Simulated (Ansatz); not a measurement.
# PbTe: the cost of one run

Program: Ansatz 0.2.0. Level of theory: DFT PBEsol, scalar-relativistic, plane waves, PAW. These are calculated values, not measurements.

4 further runs of the same task are left out: 4 set aside as unsound or not needed. Runs told in other sessions of the task aren't counted.

### Step 1. The system as given

The cell holds 32 atoms (Pb15ScTe16): a = 11.164 Å, b = 11.164 Å, c = 11.164 Å, α = 109.47°, β = 109.47°, γ = 109.47°.

The coordinates of this cell stand in the input of its own run.

The host was relaxed before at PBEsol: a = 6.446 Å, b = 6.446 Å, c = 6.446 Å, α = 90.00°, β = 90.00°, γ = 90.00° (conventional cell), 33.472 Å³/atom.

Places, in fractions of the supercell: Sc in place of Pb at (0.250, 0.000, 0.250). The start keeps the symmetry of the ideal site.

### Step 2. Band edges of the host over the zone

Input file input.yaml:

```yaml
crystal:
  lattice:
    - [0.0, 3.222752445, 3.222752445]
    - [3.222752445, 0.0, 3.222752445]
    - [3.222752445, 3.222752445, 0.0]
  atoms:
    - { symbol: Te, position: [0.0, 0.0, 0.0] }
    - { symbol: Pb, position: [0.5, 0.5, 0.5] }
basis:
  ecutwfc: 420
  xc_grid: 2
kpoints:
  mp_grid: { grid: [6, 6, 6] }
  band_path: { path: [VBM, CBM], npoints: 2 }
hamiltonian:
  xc: pbesol
scf:
  occupations: { method: gaussian, width: 0.02 }
output:
  forces: true
  stress: true
  eigenvalues: true
```

Run with:

```
$ ansatz run input.yaml --threads 8 --pin off --max-ram 16384MiB --backend cpu --events-out ev --progress --plain --runs-dir out
```

Q: Estimate wall time and peak memory on 8 threads of Intel Xeon at 2.50GHz (Skylake/Cascade Lake), shared host.

About 2.5 s, with a peak of 0.42 GiB.
